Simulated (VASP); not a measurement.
# Si (Fd-3m) in VASP: notebook, part 2 of 2

VASP 6.6.1. Earlier steps stand in the parts before.

**3. Relaxation of cell and atoms, HSEsol**

Contents of POSCAR:

```
Si
1.0
    0.0000000000      2.7218511865      2.7218511865
    2.7218511865      0.0000000000      2.7218511865
    2.7218511865      2.7218511865      0.0000000000
Si
2
Direct
    0.5000000000      0.5000000000      0.5000000000
    0.7500000000      0.7500000000      0.7500000000
```

Contents of INCAR.step1:

```
SYSTEM = Si
PREC     = Accurate       ! precision mode
ENCUT    = 600            ! plane-wave cutoff, eV
EDIFF    = 1E-5           ! SCF threshold, eV
ISMEAR   = -1             ! smearing method
SIGMA    = 0.05           ! smearing width, eV
LREAL    = .FALSE.        ! projectors in reciprocal space
LASPH    = .TRUE.         ! aspherical terms in the spheres
NELM     = 80             ! most SCF steps
ALGO     = Normal         ! electronic algorithm
LWAVE    = .TRUE.         ! write WAVECAR
LCHARG   = .FALSE.        ! write CHGCAR
GGA      = PE             ! functional
```

Contents of INCAR.step2:

```
SYSTEM = Si
PREC     = Accurate       ! precision mode
ENCUT    = 600            ! plane-wave cutoff, eV
EDIFF    = 1E-6           ! SCF threshold, eV
ISMEAR   = -1             ! smearing method
SIGMA    = 0.05           ! smearing width, eV
LREAL    = .FALSE.        ! projectors in reciprocal space
LASPH    = .TRUE.         ! aspherical terms in the spheres
NELM     = 80             ! most SCF steps
ALGO     = Normal         ! electronic algorithm
ISIF     = 3              ! what is computed and relaxed
LWAVE    = .FALSE.        ! write WAVECAR
LCHARG   = .FALSE.        ! write CHGCAR
GGA      = PS             ! functional
LHFCALC  = .TRUE.         ! exact exchange
HFSCREEN = 0.2            ! screening, 1/A
PRECFOCK = Fast         
IBRION   = 2              ! ionic algorithm
NSW      = 40             ! ionic steps
EDIFFG   = -0.02          ! ionic threshold
ISTART   = 1
```

Contents of KPOINTS:

```
regular mesh
0
G
  4 4 4
  0 0 0
```

Potentials or basis: VASP PAW PBE potentials, release 64 (Si).

On the command line:

```bash
> cat potpaw_PBE.64/Si/POTCAR > POTCAR
> cp INCAR.step1 INCAR
> mpirun -np 1 vasp_std > vasp.out
> cp INCAR.step2 INCAR
> mpirun -np 1 vasp_std > vasp.out
```

OUTCAR:

```text
SYSTEM = Si
   PREC = Accurate
   ENCUT = 600
   EDIFF = 1E-6
   ISMEAR = -1
   LREAL = .FALSE.
   LASPH = .TRUE.
   NELM = 80
   ISIF = 3
   GGA = PS
   LHFCALC = .TRUE.
   HFSCREEN = 0.2
   PRECFOCK = Fast
   IBRION = 2
   NSW = 40
   EDIFFG = -0.02
   ISTART = 1

 ion  position               nearest neighbor table
   1  0.500  0.500  0.500-   2 2.36   2 2.36   2 2.36   2 2.36
   2  0.750  0.750  0.750-   1 2.36   1 2.36   1 2.36   1 2.36

  LATTYP: Found a face centered cubic cell.
 ALAT       =     5.4437023730

  Lattice vectors:

 A1 = (   0.0000000000,   2.7218511865,   2.7218511865)
 A2 = (   2.7218511865,   0.0000000000,   2.7218511865)
 A3 = (   2.7218511865,   2.7218511865,   0.0000000000)

Analysis of symmetry for initial positions (statically):
=====================================================================
 Subroutine PRICEL returns:
 Original cell was already a primitive cell.

 Routine SETGRP: Setting up the symmetry group for a
 face centered cubic supercell.

 Subroutine GETGRP returns: Found 48 space group operations
 (whereof 24 operations were pure point group operations)
 out of a pool of 48 trial point group operations.

The static configuration has the point symmetry T_d .
 The point group associated with its full space group is O_h .

Analysis of symmetry for dynamics (positions and initial velocities):
=====================================================================
 Subroutine PRICEL returns:
 Original cell was already a primitive cell.

 Routine SETGRP: Setting up the symmetry group for a
 face centered cubic supercell.

 Subroutine GETGRP returns: Found 48 space group operations
 (whereof 24 operations were pure point group operations)
 out of a pool of 48 trial point group operations.

The dynamic configuration has the point symmetry T_d .
 The point group associated with its full space group is O_h .

 Subroutine INISYM returns: Found 48 space group operations
 (whereof 24 operations are pure point group operations),
 and found     1 'primitive' translations

----------------------------------------------------------------------------------------

                                     Primitive cell

  volume of cell :      40.3295

  direct lattice vectors                    reciprocal lattice vectors
     0.000000000  2.721851186  2.721851186    -0.183698507  0.183698507  0.183698507
     2.721851186  0.000000000  2.721851186     0.183698507 -0.183698507  0.183698507
     2.721851186  2.721851186  0.000000000     0.183698507  0.183698507 -0.183698507

  length of vectors
     3.849278863  3.849278863  3.849278863     0.318175148  0.318175148  0.318175148

  position of ions in fractional coordinates (direct lattice)
     0.500000000  0.500000000  0.500000000
     0.750000000  0.750000000  0.750000000

  ion indices of the primitive-cell ions
   primitive index   ion index
                 1           1
                 2           2

----------------------------------------------------------------------------------------

 KPOINTS: regular mesh

Automatic generation of k-mesh.
 Grid dimensions read from file:
 generate k-points for:    4    4    4

 Generating k-lattice:

  Cartesian coordinates                     Fractional coordinates (reciprocal lattice)
    -0.045924627  0.045924627  0.045924627     0.250000000  0.000000000  0.000000000
     0.045924627 -0.045924627  0.045924627     0.000000000  0.250000000  0.000000000
     0.045924627  0.045924627 -0.045924627     0.000000000  0.000000000  0.250000000

  Length of vectors
     0.079543787  0.079543787  0.079543787

  Shift w.r.t. Gamma in fractional coordinates (k-lattice)
     0.000000000  0.000000000  0.000000000

 Subroutine IBZKPT returns following result:
 ===========================================

 Found      8 irreducible k-points:

 Following reciprocal coordinates:
            Coordinates               Weight
  0.000000  0.000000  0.000000      1.000000
  0.250000  0.000000  0.000000      8.000000
  0.500000  0.000000  0.000000      4.000000
  0.250000  0.250000  0.000000      6.000000
  0.500000  0.250000  0.000000     24.000000
 -0.250000  0.250000  0.000000     12.000000
  0.500000  0.500000  0.000000      3.000000
 -0.250000  0.500000  0.250000      6.000000
   k-points           NKPTS =      8   k-points in BZ     NKDIM =     64   number of bands    NBANDS=      8
   number of dos      NEDOS =    301   number of ions     NIONS =      2
   total plane-waves  NPLWV =  32768
   dimension x,y,z NGX =    32 NGY =   32 NGZ =   32
   dimension x,y,z NGXF=    64 NGYF=   64 NGZF=   64
   ions per type =               2
   NGX,Y,Z   is equivalent  to a cutoff of  13.82, 13.82, 13.82 a.u.
   NGXF,Y,Z  is equivalent  to a cutoff of  27.64, 27.64, 27.64 a.u.
 SYSTEM =  Si
   PREC   = accura    normal or accurate (medium, high low for compatibility)
   ISTART =      1    job   : 0-new  1-cont  2-samecut
   ICHARG =      0    charge: 1-file 2-atom 10-const
   ISPIN  =      1    spin polarized calculation?
   LNONCOLLINEAR =      F non collinear calculations
   LSORBIT =      F    spin-orbit coupling
   LASPH  =      T    aspherical Exc in radial PAW
   ENCUT  =  600.0 eV  44.10 Ry    6.64 a.u.   7.69  7.69  7.69*2*pi/ulx,y,z
   NELM   =     80;   NELMIN=  2; NELMDL=  0     # of ELM steps
   EDIFF  = 0.1E-05   stopping-criterion for ELM
   LREAL  =      F    real-space projection
   EDIFFG = -.2E-01   stopping-criterion for IOM
   NSW    =     40    number of steps for IOM
   IBRION =      2    ionic relax: 0-MD 1-quasi-New 2-CG
   NFREE  =      1    steps in history (QN), initial steepest desc. (CG)
   ISIF   =      3    stress and relaxation
   ISYM   =      3    0-nonsym 1-usesym 2-fastsym
   POTIM  = 0.5000    time-step for ionic-motion
   TEBEG  =    0.0;   TEEND  =   0.0 temperature during run
   PSTRESS=    0.0 pullay stress
   NELECT =       8.0000    total number of electrons
   NUPDOWN=      -1.0000    fix difference up-down
   EMIN   =  10.00;   EMAX   =-10.00  energy-range for DOS
   EFERMI =   0.00;   METHOD = LEGACY
   ISMEAR =    -1;   SIGMA  =   0.05  broadening in eV -4-tet -1-fermi 0-gaus
   EFERMI_NEDOS =   21; number of points for ismear=-14 and -15
   IALGO  =     38    algorithm
   IMIX   =      1    mixing-type and parameters
     AMIX     =   0.40;   BMIX     =  1.00
     AMIX_MAG =   1.60;   BMIX_MAG =  1.00
  volume/ion in A,a.u.               =      20.16       136.08
  Fermi-wavevector in a.u.,A,eV,Ry     =   0.954766  1.804247 12.402783  0.911579
  Thomas-Fermi vector in A             =   2.083543
   LORBIT       =      0    0 simple, 1 ext, 2 COOP (PROOUT), +10 PAW based schemes
   GGA     = PS    functional components
   LHFCALC =     T    Hartree Fock is set to
   PRECFOCK=fast      Normal, Fast or Accurate (Low or Medium for compatibility)
   ENCUT4O =  -1.0   cutoff for four orbital integrals eV
   NKREDX  =     1    reduce k-point grid by
   NKREDY  =     1    reduce k-point grid by
   NKREDZ  =     1    reduce k-point grid by
   AEXX    =    0.2500 exact exchange contribution
   HFSCREEN=    0.2000 screening length (either q_TF or 0.3 A-1)
   HFSCREENC=   0.2000 screening length for correlation (either q_TF or 0.3 A-1)
   ENCUTFOCK=  -1.0 apply spherical cutoff to Coloumb kernel
   IVDW    =     0    specifies the selected vdW correction
   LEPSILON=     F    determine dielectric tensor
   LRPA    =     F    only Hartree local field effects (RPA)
 conjugate gradient relaxation of ions
 non-spin polarized calculation
  energy-cutoff  :      600.00
  volume of cell :       40.33
 maximum number of plane-waves:      1363
 NGX is ok and might be reduce to    32
  NGX = 18; NGY = 18; NGZ = 18

--------------------------------------- Ionic step        1  -------------------------------------------

 number of electron       8.0000000 magnetization

 Free energy of the ion-electron system (eV)
  ---------------------------------------------------
  ext. energy  EPLUGINS =         0.00000000
  ---------------------------------------------------
  free energy    TOTEN  =       -12.82876078 eV

  energy without entropy =      -12.82876024  energy(sigma->0) =      -12.82876051

------------------------ aborting loop because EDIFF is reached ----------------------------------------

  FORCE on cell =-STRESS in cart. coord.  units (eV):
  Direction    XX          YY          ZZ          XY          YZ          ZX
  --------------------------------------------------------------------------------------
  -------------------------------------------------------------------------------------
  Total       -0.2703294     -0.2703294     -0.2703294     -0.0000000     -0.0000000      0.0000000
  in kB      -10.7394169    -10.7394169    -10.7394169     -0.0000000     -0.0000000      0.0000000
  external PRESSURE =     -10.7394169 kB  Pullay stress =       0.0000000 kB
[... 57 lines left out ...]
  energy  without entropy=      -12.8291698300  energy(sigma->0) =      -12.82917022

--------------------------------------- Ionic step        3  -------------------------------------------

 number of electron       7.9999999 magnetization

 Free energy of the ion-electron system (eV)
  ---------------------------------------------------
  ext. energy  EPLUGINS =         0.00000000
  ---------------------------------------------------
  free energy    TOTEN  =       -12.83019931 eV

  energy without entropy =      -12.83019865  energy(sigma->0) =      -12.83019898

 E-fermi :   6.0890     XC(G=0):  -7.9150

 val. band max:        5.4806585454   @ k =   0.0000   0.0000   0.0000
 cond. band min:       6.7319270242   @ k =   0.5000   0.5000   0.0000
 fundamental gap:      1.2512684788
 Fermi energy:         6.0889659748

 k-point     1 :       0.0000    0.0000    0.0000
  band No.  band energies     occupation
      1      -7.8403      2.00000
      2       5.4807      1.99999
      3       5.4807      1.99999
      4       5.4807      1.99999
      5       8.8174      0.00000
      6       8.8174      0.00000
      7       8.8174      0.00000
      8       9.8619      0.00000
[... 104 lines left out ...]
  FREE ENERGIE OF THE ION-ELECTRON SYSTEM (eV)
  ---------------------------------------------------
  free  energy   TOTEN  =       -12.8301993091 eV

  energy  without entropy=      -12.8301986499  energy(sigma->0) =      -12.83019898

 reached required accuracy - stopping structural energy minimisation
```

Run time: 1.9 min. Hardware: 1 thread of Intel Xeon 6975P-C (Granite Rapids), shared host; peak memory 0.27 GiB.

Results:

```yaml
Free_energy: -12.8302 eV
Relaxed_volume: 19.95 Å³/atom
Relaxed_cell: a = 3.836 Å, b = 3.836 Å, c = 3.836 Å, α = 60.00°, β = 60.00°, γ = 60.00°
Space_group_after_relaxing_to_0.05_Å: Fd-3m (No. 227)
Energy_gained_by_relaxing: 0.7 meV/atom
Ionic_steps: 3
Pressure_after_relaxing: 0.0 GPa
Band_gap_on_the_k_mesh: 1.25 eV, indirect (least direct gap 3.34 eV)
```

Step by step:
```
step  energy change (eV)  largest force (eV/Å)  pressure (GPa)  volume (Å³)
   1              0.0000                0.0000           -1.07        40.33
   2             -0.0004                0.0000            0.93        39.55
   3             -0.0014                0.0000            0.01        39.90
```

Final structure:
```
Si
1.0
     0.00000    2.71223    2.71223
     2.71223    0.00000    2.71223
     2.71223    2.71223    0.00000
Si
2
Direct
  0.50000 0.50000 0.50000
  0.75000 0.75000 0.75000
```

Caveat: the k mesh is coarse (spacing up to 0.50 Å⁻¹), so the values aren't converged, least of all with exact exchange; the PAW data sets were made with another functional, which shifts forces and pressure a little. A k mesh can miss the band edges.

**4. For comparison**

An earlier run on the cell as given: functional PBE; potentials or basis VASP PAW PBE potentials, release 64 (Si); cutoff 520 eV; k mesh 8 × 8 × 8; occupations fermi-dirac, width 0.05 eV; no spin polarisation.

- Pressure: 1.3 GPa
- Band gap on the k mesh: 0.63 eV, indirect (least direct gap 2.56 eV)

**5. The runs side by side**

| task | level | cell | k mesh | cutoff (eV) | smearing | grid for exact exchange (PRECFOCK) | mesh quality | gap on the mesh (eV) | pressure (GPa) |
| --- | --- | --- | --- | --- | --- | --- | --- | --- | --- |
| single point | PBE | as given | 8 × 8 × 8 | 520 | gaussian 0.019 eV | - | not flagged | 0.63 | 1.3 |
| relaxation of cell and atoms | HSEsol | relaxed | 4 × 4 × 4 | 600 | fermi-dirac 0.05 eV | Fast | coarse | 1.25 | 0.0 |
| single point | PBE | as given | 8 × 8 × 8 | 520 | fermi-dirac 0.05 eV | - | not flagged | 0.63 | 1.3 |

Alike in all rows: potentials or basis VASP PAW PBE potentials, release 64 (Si); no spin polarisation.

Caveats: some runs use coarse meshes; the PAW data sets were made with another functional, which shifts forces and pressure a little (some runs).

Total energies depend on the potentials used, so only differences within one code and one set of settings carry meaning.
